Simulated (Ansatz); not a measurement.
MgF₂ (rutile), relaxed and computed with several functionals in Ansatz (plane waves, PAW).

```csv
functional,a (Å),c (Å),V (Å³/atom),gap (eV),B₀ by P(V) fit (GPa)
PBE,…,…,…,…,…
HSE06,4.640,3.055,10.96,9.40,99.6
r²SCAN,4.622,3.046,10.85,8.07,104
LDA,4.555,3.013,10.42,7.09,112
PBEsol,4.639,3.062,10.98,6.89,97.2
```

Q: Complete the blanks.

A: 
- PBE, a (Å): 4.698
- PBE, c (Å): 3.093
- PBE, V (Å³/atom): 11.38
- PBE, gap (eV): 6.84
- PBE, B₀ by P(V) fit (GPa): 90.4

All cells were relaxed under the symmetry of their starts (and spin orders); stability against distortions was not tested throughout.

Potentials: the later of the program's two PAW sets.

Ansatz (a first-principles code) is a plane-wave DFT program.
